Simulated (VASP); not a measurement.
# TiO2 (Anatase) (I4_1/amd) in VASP: single point with PBE

Aim: the single point of TiO2 (Anatase) with PBE.

Program: VASP 6.6.1. These are calculated values, not measurements. Logs are shortened: lines on timing, memory, paths and dates and some standing lists are left out, and cuts for length are marked.

## Step 1: Starting point

Symmetry: I4_1/amd, No. 141, tetragonal system. The conventional cell has a = 3.784 Å, b = 3.784 Å, c = 9.515 Å, α = 90.00°, β = 90.00°, γ = 90.00°. Around Ti (site symmetry -4m2) lie 6 O at 1.93 to 1.98 Å. O (site symmetry 2mm) has 3 Ti at 1.93 to 1.98 Å as nearest neighbours.

## Step 2: Single point, PBE

Contents of INCAR:

```
SYSTEM = TiO2
PREC = Accurate ; ENCUT = 520
EDIFF = 1E-6 ; ISMEAR = 0
SIGMA = 0.01 ; LREAL = .FALSE.
LASPH = .TRUE. ; NELM = 100
ALGO = Fast ; ISIF = 2
LWAVE = .FALSE. ; LCHARG = .TRUE.
GGA = PE ; LELF = .TRUE.
LVHAR = .TRUE. ; NBANDS = 33
```

Contents of KPOINTS:

```
regular mesh
0
G
  7 7 7
  0 0 0
```

Contents of POSCAR:

```
TiO2
1.0
   -1.8921000000      1.8921000000      4.7573000000
    1.8921000000     -1.8921000000      4.7573000000
    1.8921000000      1.8921000000     -4.7573000000
Ti O
2 4
Direct
    0.0000000000      0.0000000000      0.0000000000
    0.7500000000      0.2500000000      0.5000000000
    0.2081000000      0.2081000000      0.0000000000
    0.9581000000      0.4581000000      0.5000000000
    0.5419000000      0.0419000000      0.5000000000
    0.7919000000      0.7919000000      0.0000000000
```

Potentials or basis: VASP PAW PBE potentials, release 64 (Ti_sv, O).

Started as:

```
$ cat potpaw_PBE.64/Ti_sv/POTCAR potpaw_PBE.64/O/POTCAR > POTCAR
$ mpirun -np 1 vasp_std > vasp.out
```

OUTCAR:

```text
SYSTEM = TiO2
   PREC = Accurate
   ENCUT = 520
   EDIFF = 1E-6
   ISMEAR = 0
   LREAL = .FALSE.
   LASPH = .TRUE.
   NELM = 100
   ISIF = 2
   GGA = PE

 ion  position               nearest neighbor table
   1  0.000  0.000  0.000-   5 1.93   4 1.93   5 1.93   4 1.93   3 1.98   6 1.98
   2  0.750  0.250  0.500-   6 1.93   3 1.93   6 1.93   3 1.93   4 1.98   5 1.98
   3  0.208  0.208  0.000-   2 1.93   2 1.93   1 1.98
   4  0.958  0.458  0.500-   1 1.93   1 1.93   2 1.98
   5  0.542  0.042  0.500-   1 1.93   1 1.93   2 1.98
   6  0.792  0.792  0.000-   2 1.93   2 1.93   1 1.98

  LATTYP: Found a body centered tetragonal cell.
 ALAT       =     3.7842000000
 C/A-ratio  =     2.5142962846

  Lattice vectors:

 A1 = (  -1.8921000000,   1.8921000000,   4.7573000000)
 A2 = (   1.8921000000,  -1.8921000000,   4.7573000000)
 A3 = (   1.8921000000,   1.8921000000,  -4.7573000000)

Analysis of symmetry for initial positions (statically):
=====================================================================
 Subroutine PRICEL returns:
 Original cell was already a primitive cell.

 Routine SETGRP: Setting up the symmetry group for a
 body centered tetragonal supercell.

 Subroutine GETGRP returns: Found 16 space group operations
 (whereof  8 operations were pure point group operations)
 out of a pool of 16 trial point group operations.

The static configuration has the point symmetry D_2d.
 The point group associated with its full space group is D_4h.

Analysis of symmetry for dynamics (positions and initial velocities):
=====================================================================
 Subroutine PRICEL returns:
 Original cell was already a primitive cell.

 Routine SETGRP: Setting up the symmetry group for a
 body centered tetragonal supercell.

 Subroutine GETGRP returns: Found 16 space group operations
 (whereof  8 operations were pure point group operations)
 out of a pool of 16 trial point group operations.

The dynamic configuration has the point symmetry D_2d.
 The point group associated with its full space group is D_4h.

 Subroutine INISYM returns: Found 16 space group operations
 (whereof  8 operations are pure point group operations),
 and found     1 'primitive' translations

----------------------------------------------------------------------------------------

                                     Primitive cell

  volume of cell :      68.1253

  direct lattice vectors                    reciprocal lattice vectors
    -1.892100000  1.892100000  4.757300000     0.000000000  0.264256646  0.105101633
     1.892100000 -1.892100000  4.757300000     0.264256646  0.000000000  0.105101633
     1.892100000  1.892100000 -4.757300000     0.264256646  0.264256646  0.000000000

  length of vectors
     5.458203744  5.458203744  5.458203744     0.284390450  0.284390450  0.373715333

  position of ions in fractional coordinates (direct lattice)
     0.000000000  0.000000000  0.000000000
     0.750000000  0.250000000  0.500000000
     0.208100000  0.208100000  0.000000000
     0.958100000  0.458100000  0.500000000
     0.541900000  0.041900000  0.500000000
     0.791900000  0.791900000  0.000000000

  ion indices of the primitive-cell ions
   primitive index   ion index
                 1           1
                 2           2
                 3           3
                 4           4
                 5           5
                 6           6

----------------------------------------------------------------------------------------

 KPOINTS: regular mesh

Automatic generation of k-mesh.
 Grid dimensions read from file:
 generate k-points for:    7    7    7

 Generating k-lattice:

  Cartesian coordinates                     Fractional coordinates (reciprocal lattice)
     0.000000000  0.037750949  0.015014519     0.142857143  0.000000000  0.000000000
     0.037750949  0.000000000  0.015014519     0.000000000  0.142857143  0.000000000
     0.037750949  0.037750949  0.000000000     0.000000000  0.000000000  0.142857143

  Length of vectors
     0.040627207  0.040627207  0.053387905

  Shift w.r.t. Gamma in fractional coordinates (k-lattice)
     0.000000000  0.000000000  0.000000000

 Subroutine IBZKPT returns following result:
 ===========================================

 Found     40 irreducible k-points:

 Following reciprocal coordinates:
            Coordinates               Weight
  0.000000  0.000000  0.000000      1.000000
  0.142857  0.000000  0.000000      8.000000
  0.285714  0.000000  0.000000      8.000000
  0.428571 -0.000000  0.000000      8.000000
  0.142857  0.142857  0.000000      8.000000
  0.285714  0.142857  0.000000     16.000000
[... 16 lines left out ...]
 -0.142857  0.285714  0.142857      8.000000
 -0.428571  0.428571  0.142857      8.000000
 [... further k-points ...]
   k-points           NKPTS =     40   k-points in BZ     NKDIM =     40   number of bands    NBANDS=     33
   number of dos      NEDOS =    301   number of ions     NIONS =      6
   total plane-waves  NPLWV =  74088
   dimension x,y,z NGX =    42 NGY =   42 NGZ =   42
   dimension x,y,z NGXF=    84 NGYF=   84 NGZF=   84
   ions per type =               2   4
   NGX,Y,Z   is equivalent  to a cutoff of  12.79, 12.79, 12.79 a.u.
   NGXF,Y,Z  is equivalent  to a cutoff of  25.58, 25.58, 25.58 a.u.
 SYSTEM =  TiO2
   PREC   = accura    normal or accurate (medium, high low for compatibility)
   ISTART =      0    job   : 0-new  1-cont  2-samecut
   ICHARG =      2    charge: 1-file 2-atom 10-const
   ISPIN  =      1    spin polarized calculation?
   LNONCOLLINEAR =      F non collinear calculations
   LSORBIT =      F    spin-orbit coupling
   LASPH  =      T    aspherical Exc in radial PAW
   ENCUT  =  520.0 eV  38.22 Ry    6.18 a.u.  10.15 10.15 10.15*2*pi/ulx,y,z
   NELM   =    100;   NELMIN=  2; NELMDL= -5     # of ELM steps
   EDIFF  = 0.1E-05   stopping-criterion for ELM
   LREAL  =      F    real-space projection
   EDIFFG = 0.1E-04   stopping-criterion for IOM
   NSW    =      0    number of steps for IOM
   IBRION =     -1    ionic relax: 0-MD 1-quasi-New 2-CG
   NFREE  =      0    steps in history (QN), initial steepest desc. (CG)
   ISIF   =      2    stress and relaxation
   ISYM   =      2    0-nonsym 1-usesym 2-fastsym
   POTIM  = 0.5000    time-step for ionic-motion
   TEBEG  =    0.0;   TEEND  =   0.0 temperature during run
   PSTRESS=    0.0 pullay stress
   NELECT =      48.0000    total number of electrons
   NUPDOWN=      -1.0000    fix difference up-down
   EMIN   =  10.00;   EMAX   =-10.00  energy-range for DOS
   EFERMI =   0.00;   METHOD = LEGACY
   ISMEAR =     0;   SIGMA  =   0.01  broadening in eV -4-tet -1-fermi 0-gaus
   EFERMI_NEDOS =   21; number of points for ismear=-14 and -15
   IALGO  =     68    algorithm
   IMIX   =      4    mixing-type and parameters
     AMIX     =   0.40;   BMIX     =  1.00
     AMIX_MAG =   1.60;   BMIX_MAG =  1.00
  volume/ion in A,a.u.               =      11.35        76.62
  Fermi-wavevector in a.u.,A,eV,Ry     =   1.456752  2.752862 28.873289  2.122127
  Thomas-Fermi vector in A             =   2.573634
   LORBIT       =      0    0 simple, 1 ext, 2 COOP (PROOUT), +10 PAW based schemes
   GGA     = PE    functional components
   LHFCALC =     F    Hartree Fock is set to
   AEXX    =    0.0000 exact exchange contribution
   IVDW    =     0    specifies the selected vdW correction
   LEPSILON=     F    determine dielectric tensor
   LRPA    =     F    only Hartree local field effects (RPA)
 non-spin polarized calculation
 RMM-DIIS sequential band-by-band and
 Gauss-broadening in eV      SIGMA  =   0.01
  energy-cutoff  :      520.00
  volume of cell :       68.13
 maximum number of plane-waves:      1850
 NGX is ok and might be reduce to    42
   NGX = 21   NGY = 21   NGZ = 21

 number of electron      47.9999989 magnetization

 Free energy of the ion-electron system (eV)
  ---------------------------------------------------
  ext. energy  EPLUGINS =         0.00000000
  ---------------------------------------------------
  free energy    TOTEN  =       -53.82582659 eV

  energy without entropy =      -53.82582659  energy(sigma->0) =      -53.82582659

 E-fermi :   3.4970     XC(G=0): -10.7369

 val. band max:        3.4078845551   @ k =  -0.4286   0.4286   0.0000
 cond. band min:       5.5049003063   @ k =   0.0000   0.0000   0.0000
 fundamental gap:      2.0970157512
 Fermi energy:         3.4969777535

 k-point     1 :       0.0000    0.0000    0.0000
  band No.  band energies     occupation
      1     -52.9928      2.00000
      2     -52.9322      2.00000
      3     -29.4598      2.00000
      4     -29.2183      2.00000
      5     -29.2183      2.00000
      6     -29.1464      2.00000
[... 25 lines left out ...]
     32       8.7112      0.00000
     33      10.9598      0.00000

 k-point     2 :       0.1429    0.0000    0.0000
  band No.  band energies     occupation
      1     -52.9901      2.00000
      2     -52.9339      2.00000
      3     -29.4543      2.00000
      4     -29.2438      2.00000
      5     -29.2202      2.00000
      6     -29.1566      2.00000
[... 25 lines left out ...]
     32       8.9799      0.00000
     33      11.4331      0.00000
[... 754 lines left out ...]
     32       9.4488      0.00000
     33      13.8487      0.00000

 k-point    24 :      -0.4286    0.4286    0.1429
  band No.  band energies     occupation
      1     -52.9650      2.00000
      2     -52.9529      2.00000
      3     -29.4191      2.00000
      4     -29.3758      2.00000
      5     -29.2571      2.00000
      6     -29.2400      2.00000
[... 25 lines left out ...]
     32       9.8304      0.00000
     33      10.7952      0.00000

 [... further k-points ...]

------------------------ aborting loop because EDIFF is reached ----------------------------------------

  FORCE on cell =-STRESS in cart. coord.  units (eV):
  Direction    XX          YY          ZZ          XY          YZ          ZX
  --------------------------------------------------------------------------------------
  -------------------------------------------------------------------------------------
  Total        2.3466661      2.3466661      2.9355994      0.0000000      0.0000000      0.0000000
  in kB       55.1890840     55.1890840     69.0396642      0.0000000      0.0000000      0.0000000
  external PRESSURE =      59.8059440 kB  Pullay stress =       0.0000000 kB

 VOLUME and BASIS-vectors are now :
 -----------------------------------------------------------------------------
  energy-cutoff  :      520.00
  volume of cell :       68.13
      direct lattice vectors                 reciprocal lattice vectors
    -1.892100000  1.892100000  4.757300000     0.000000000  0.264256646  0.105101633
     1.892100000 -1.892100000  4.757300000     0.264256646  0.000000000  0.105101633
     1.892100000  1.892100000 -4.757300000     0.264256646  0.264256646  0.000000000

 POSITION                                       TOTAL-FORCE (eV/Angst)
 -----------------------------------------------------------------------------------
      0.00000      0.00000      0.00000        -0.000000     -0.000000      0.000000
      0.00000      1.89210      2.37865        -0.000000     -0.000000      0.000000
      0.00000      0.00000      1.97999         0.000000     -0.000000      0.124402
      0.00000      1.89210      4.35864        -0.000000      0.000000      0.124402
      0.00000      1.89210      0.39866        -0.000000      0.000000     -0.124402
      0.00000      0.00000      7.53461         0.000000     -0.000000     -0.124402
 -----------------------------------------------------------------------------------
    total drift:                                0.000000      0.000000      0.000000

  FREE ENERGIE OF THE ION-ELECTRON SYSTEM (eV)
  ---------------------------------------------------
  free  energy   TOTEN  =       -53.8258265897 eV

  energy  without entropy=      -53.8258265897  energy(sigma->0) =      -53.82582659
```

Wall time 9 min (1 thread of Intel Xeon Platinum 8488C (Sapphire Rapids), shared host); peak memory 0.29 GiB.

What came out:

```
Free energy            : -53.8258 eV
Pressure               : 6.0 GPa
Largest force          : 0.124 eV/Å
Band gap on the k mesh : 2.10 eV, indirect (least direct gap 2.44 eV)
```

Forces in eV/Å, atoms in the order of the input:
```
Ti   0.000  0.000  0.000
Ti   0.000  0.000  0.000
O    0.000  0.000  0.124
O    0.000  0.000  0.124
O    0.000  0.000 -0.124
O    0.000  0.000 -0.124
```

Stress tensor (GPa, compression positive):
```
5.52 0.00 0.00
0.00 5.52 0.00
0.00 0.00 6.90
```

Caveat: an odd mesh through Γ misses points on the zone boundary, where band edges often lie. A hybrid or GW would open this gap; PBE tends to underestimate it.
